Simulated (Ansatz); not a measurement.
# BN: the cost of one run

Computed with Ansatz 0.2.0 (DFT PBE, scalar-relativistic, plane waves, PAW, unless a step's input says otherwise).

1 further run of the same task is left out (set aside as unsound or not needed).

### 1 The system as given

It takes space group F-43m (No. 216, cubic). The conventional cell has a = 3.624 Å, b = 3.624 Å, c = 3.624 Å, α = 90.00°, β = 90.00°, γ = 90.00°. Around B (site symmetry -43m) lie 4 N at 1.57 Å. Around N (site symmetry -43m) lie 4 B at 1.57 Å.

Coordinates:

```xyz
2
Lattice="0.0000 1.8121 1.8121 1.8121 0.0000 1.8121 1.8121 1.8121 0.0000" Properties=species:S:1:pos:R:3 pbc="T T T"
B     0.0000    0.0000    0.0000
N     2.7181    2.7181    2.7181
```

It goes back to an entry of the Materials Project.

It is the result of an earlier relaxation at this level (volume 5.95 Å³/atom; gap on the mesh: 4.46 eV).

### 2 What is varied

The energy is mapped over two normal modes frozen in (zone-centre modes of the cell shown).

First coordinate, amplitude of mode 4 (1025 cm⁻¹), largest displacement: 11 values from −0.090 Å. Second coordinate, amplitude of mode 6 (1025 cm⁻¹), largest displacement: 11 values from −0.090 Å.

Nothing else is relaxed (the cell and all other modes fixed). Energies count from the relaxed high-symmetry cell. Points are written as (first, second).

The modes come from a phonon run on the reference cell, made beforehand.

The patterns, per unit of each coordinate (Å):

| atom | x1 | y1 | z1 | x2 | y2 | z2 |
| --- | --- | --- | --- | --- | --- | --- |
| B1 | 1.000 | 0.000 | 0.000 | 0.000 | 1.000 | 0.000 |
| N2 | -0.772 | 0.000 | 0.000 | 0.000 | -0.772 | 0.000 |

### 3 The run at (−0.072 Å, −0.072 Å)

Input file input.yaml:

```yaml
crystal:
  lattice:
    - [0.0, 1.812081026, 1.812081026]
    - [1.812081026, 0.0, 1.812081026]
    - [1.812081026, 1.812081026, 0.0]
  atoms:
    - { symbol: B, position: [0.0, 0.0, -0.0397333226] }
    - { symbol: "N", position: [0.75, 0.75, 0.780664469] }
basis:
  ecutwfc: 520.0
kpoints:
  mp_grid: { grid: [12, 12, 12] }
hamiltonian:
  xc: pbe
  pseudopotentials: { kind: paw, azcp: { folder: soft_1 } }
scf:
  occupations: { method: gaussian, width: 0.05 }
output:
  forces: true
  stress: true
  eigenvalues: true
```

The run is started by

```
ansatz run input.yaml --threads 1 --pin off --max-ram 2048MiB --backend cpu --events-out ev --progress --plain --runs-dir out
```

What time and memory should one allow on 1 thread of Arm Neoverse V1, shared host?

About 8.4 s, with a peak of 0.36 GiB.
